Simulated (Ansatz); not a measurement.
Slab: PbSe, a slab with vacuum.

```
CELL_PARAMETERS angstrom
4.41489 0.00000 0.00000
-0.01031 4.41488 0.00000
-2.20229 -2.20744 12.00080
ATOMIC_POSITIONS crystal
Pb 0.80684 0.80730 0.61844
Pb 0.18545 0.19981 0.38238
Se 0.28733 0.32315 0.62319
Se 0.68427 0.69990 0.37796
```

```yaml
Program: Ansatz 0.2.0
Task: single point
Functional: PBE
Potentials_or_basis: Ansatz PAW
Cutoff: "420 eV (not typed: the program's choice for these potentials)"
k_mesh: 6 × 6 × 3
Occupations: fermi-dirac, width 0.05 eV
Spin: no spin polarisation
```

On this cell: largest force 0.250 eV/Å; band gap on the k mesh 1.56 eV, direct.

The same run follows on a disturbed copy (atoms moved at random, drawn with an rms of 0.05 Å):

```
Pb Se
1.0
     4.41489    0.00000    0.00000
    -0.01031    4.41488    0.00000
    -2.20229   -2.20744   12.00080
Pb Se
2 2
Direct
  0.81479 0.80827 0.62256
  0.17484 0.20613 0.38170
  0.28404 0.33054 0.62528
  0.67983 0.68790 0.37875
```

Question: What changes?

Answer: The energy moves by +6.7 meV/atom; largest force 0.364 eV/Å; band gap on the k mesh 1.51 eV, direct.

Forces on the atoms (eV/Å):
```
Pb  -0.063  0.049 -0.355
Pb   0.020 -0.023  0.350
Se   0.104 -0.093 -0.256
Se  -0.061  0.067  0.260
```

Stress tensor (GPa, compression positive):
```
-0.21 -0.08  0.08
-0.08 -0.23 -0.09
 0.08 -0.09 -1.22
```

Caveats: odd divisions of the mesh miss points on the zone boundary, where band edges often lie, so the gap on the mesh can be too wide; spin-orbit coupling is left out, which as a rule narrows the gap of such compounds by several tenths of an eV.

A k mesh can miss the band edges.
